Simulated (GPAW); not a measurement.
C:

```
C
1.0
     0.00000    1.78337    1.78337
     1.78337    0.00000    1.78337
     1.78337    1.78337    0.00000
C
2
Direct
  0.75000 0.75000 0.75000
  0.50000 0.50000 0.50000
```

This isn't the form of C at room conditions, which is graphite.

Program: GPAW 26.7.0. Alike in all runs: task band structure; no spin polarisation; cell as given; k mesh 13 × 13 × 13; cutoff (eV) 800; smearing fermi-dirac 0.05 eV.

Problem. Order these runs on this cell by their pressure, lowest first.
A. level SCAN; potentials or basis GPAW PAW data sets (gpaw-data 1.2.1), pw
B. level revPBE; potentials or basis the program's PAW data sets (release 1.2.1) made for this functional, pw
C. level LDA; potentials or basis the program's PAW data sets (release 1.2.1) made for this functional, pw
D. level r2SCAN; potentials or basis GPAW PAW data sets (gpaw-data 1.2.1), pw
E. level RPBE; potentials or basis the program's PAW data sets (release 1.2.1) made for this functional, pw

Solution. C (-13.5 GPa), A (-6.1 GPa), D (-3.1 GPa), B (6.1 GPa), E (7.6 GPa).

Caveats: the PAW data sets were made with another functional, which shifts forces and pressure a little (some runs).

Runs at the PBE level aren't shown here.
